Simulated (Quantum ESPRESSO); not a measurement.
TiC in Quantum ESPRESSO: the effect of functional

Crystal: TiC.

```
CELL_PARAMETERS angstrom
0.00000 2.16572 2.16572
2.16572 0.00000 2.16572
2.16572 2.16572 0.00000
ATOMIC_POSITIONS crystal
Ti 0.00000 0.00000 0.00000
C 0.50000 0.50000 0.50000
```

The cell is a database's computed one.

Alike in all runs:

- Program: Quantum ESPRESSO 7.5
- Task: phonon dispersion
- Cutoff: 1143 eV
- Density cutoff: 4572 eV
- k mesh: 10 × 10 × 10
- Occupations: cold, width 0.2 eV
- Spin: no spin polarisation

Each run relaxes the cell or the atoms first.

One run gave: relaxed volume 10.17 Å³/atom; highest phonon frequency 718 cm⁻¹. Which functional did it use?
A. PBE
B. LDA
C. PBEsol

A.

```csv
functional,potentials or basis,relaxed volume (Å³/atom),highest phonon frequency (cm⁻¹)
LDA,PseudoDojo 0.4.1 SR LDA standard,9.68,746
PBE,PseudoDojo 0.4.1 SR PBE standard,10.17,718
PBEsol,PseudoDojo 0.4.1 SR PBEsol standard,9.90,733
```
